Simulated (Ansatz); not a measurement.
The parent structure is Li$_{2}$O in the anti-fluorite structure (space group Fm-3m, No. 225; a = 4.5727 Å). Axes: x, y, z lie along the cube axes.

The values are results of DFT with r2SCAN, PAW potentials and a 500 eV plane-wave cutoff in Ansatz (a quantum-chemistry and plane-wave program), spin-orbit coupling left out, not measurements.

For the base:

| Property | Result |
|---|---|
| Smallest direct gap | 6.20 eV |
| Electron mass | 0.81 mₑ along k, 0.43 mₑ across (at X) |
| Valence-band top at Γ | 0.00, 0.00, 0.00 eV |
| Band gap | 5.77 eV |

Modification: tensile biaxial strain of 1.98 % in the plane normal to [001], as in epitaxy on a mismatched substrate; the out-of-plane cell vector and the atoms relax.

### Question
What does the calculation give for the ratio −ε⊥/ε∥, smallest direct gap, electron mass, valence-band top at Γ and band gap after the change?

### Answer
The ratio −ε⊥/ε∥ comes out as 0.18; the smallest direct gap decreases by 0.32 eV, from 6.20 eV to 5.88 eV; the electron mass becomes 0.80 mₑ along k, 0.45 mₑ across (at X) (base: 0.81 mₑ along k, 0.43 mₑ across (at X)); the valence-band top at Γ (three highest levels, from the VBM) goes from 0.00, 0.00, 0.00 eV to 0.00, -0.07, -0.07 eV; the band gap drops by 0.17 eV to 5.60 eV.

Masses are band curvatures over ±0.01 Å⁻¹ around the edge. Along k means along the line from Γ to the band edge. Whether these cells are dynamically stable was not tested.
